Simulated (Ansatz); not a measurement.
# TiO₂: energy above lowest point against volume scale

Results calculated with Ansatz 0.2.0, not measured. Free energy against uniform scaling of the volume at fixed shape and fractions; periodic cell, basis, potentials, k mesh and filling as listed.

The cell before it is scaled or strained (space group I4_1/amd, No. 141):
```
TiO2
1.0
     -1.8921     1.8921     4.7573
      1.8921    -1.8921     4.7573
      1.8921     1.8921    -4.7573
Ti O
2 4
Direct
  0.00000 0.00000 0.00000
  0.75000 0.25000 0.50000
  0.20810 0.20810 0.00000
  0.95810 0.45810 0.50000
  0.54190 0.04190 0.50000
  0.79190 0.79190 0.00000
```

Settings of every row: functional PBEsol; dispersion none; potentials PAW; wave cutoff 500 eV; density cutoff 2000 eV; k mesh 8x8x8; k shift 0x0x0; occupations fixed; smearing width 0 eV; spin none.

```csv
row,volume scale,V (Å³/atom),energy above lowest point (meV/atom)
1,0.88,9.992,129.8
2,0.92,10.446,51.2
3,0.96,10.9,10.3
4,1,11.354,0
5,1.04,11.808,14.5
6,1.08,12.263,?
7,1.12,12.717,99.6
```

Question: what energy above lowest point should row 6 give?

Worked fit of energy above lowest point. Take u = (V_r/V)^(2/3) − 1 with V_r = 11.127 Å³ an atom, which is twice the finite (Eulerian) strain; such expansions in the strain, on which the Birch-Murnaghan equation of state is built, carry the rest volume and the bulk modulus. The shown rows have u = 0.07436, 0.043, 0.01384, -0.01337, -0.03883, -0.08519. Least squares give energy above lowest point = 1.76 + 369.4 × u + 18017 × u² + 2341 × u³ meV/atom; a parabola predicts inner rows, each left out in turn, worse (root mean square 0.39 against 0.1 meV/atom). The rows lie off it by 0.0, 0.1, 0.0, 0.0, 0.1, 0.0. Its lowest point lies at u = -0.0103, or V = 11.3 Å³ an atom, and the curvature there gives the bulk modulus at fixed shape and fractions, B = (4/9)(1 + u)² E″(u)/V = 222 GPa. Letting shape and atoms relax would as a rule lower it, by much in layered, chain or molecular crystals. The withheld row has u = -0.06275, so the fit gives 1.76 + 369.4 × (-0.06275) + 18017 × (-0.06275)² + 2341 × (-0.06275)³ = 48.9 meV/atom.

The calculation gave 48.9 meV/atom. The fit meets it to the printed digit.
